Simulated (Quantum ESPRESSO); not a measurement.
Crystal: BN.

```
CELL_PARAMETERS angstrom
2.49824 0.00000 0.00000
-1.24912 2.16354 0.00000
0.00000 0.00000 6.63570
ATOMIC_POSITIONS crystal
N 0.66667 0.33333 0.25000
N 0.33333 0.66667 0.75000
B 0.66667 0.33333 0.75000
B 0.33333 0.66667 0.25000
```

Base run:

- Program: Quantum ESPRESSO 7.5
- Functional: PBE
- Potentials or basis: SSSP 1.3 efficiency PBE
- Cutoff: 816 eV
- Density cutoff: 6531 eV
- k mesh: 12 × 12 × 4
- Occupations: fermi-dirac, width 0.05 eV
- Spin: no spin polarisation

Its results: band gap on the k mesh 4.31 eV, indirect (least direct gap 4.69 eV); pressure 4.0 GPa.

Question: The run is repeated on the same cell with these changes: functional from PBE to LDA; potentials or basis from SSSP 1.3 efficiency PBE to PseudoDojo 0.4.1 SR LDA standard; cutoff from 816 eV to 1143 eV; density cutoff from 6531 eV to 4572 eV. What comes out?

Answer: Band gap on the k mesh 4.13 eV, indirect (least direct gap 4.55 eV); pressure -2.9 GPa.

Caveats: this functional lacks dispersion, which binds the layers, so the pressure and a relaxed spacing across them are unreliable (some runs).

A k mesh can miss the band edges.

Not every run made on this cell is shown here.
